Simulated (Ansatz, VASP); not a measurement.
## ZrC: VASP beside Ansatz

```
Zr C
1.0
     3.34462    0.00000    0.00000
     1.67231    2.89652    0.00000
     1.67231    0.96551    2.73087
Zr C
1 1
Direct
  0.50000 0.50000 0.50000
  0.00000 0.00000 0.00000
```

Alike in both runs: task relaxation of cell and atoms; functional PBE; k mesh 7 × 7 × 7; no spin polarisation.

|  | VASP | Ansatz |
| --- | --- | --- |
| version | VASP 6.6.1 | Ansatz 0.2.0 |
| potentials or method | VASP PAW PBE potentials, release 64 (Zr_sv, C) | plane waves, PAW |
| plane-wave cutoff (eV) | 600 | 630 |
| occupations | methfessel-paxton of order 1, width 0.01 eV | cold, width 0.01 eV |
| valence electrons in the cell | 16 | 16 |

Ansatz gave:

| Property | Result |
| --- | --- |
| relaxed volume (Å³/atom) | 13.05 |
| relaxed cell length with the largest relative difference (Å) | 3.329 |
| energy change over the relaxation (meV/atom) | -2 |

Q: Which values does VASP return?

A: Relaxed volume (Å³/atom): 13.06; relaxed cell length with the largest relative difference (Å): 3.330; energy change over the relaxation (meV/atom): -2.
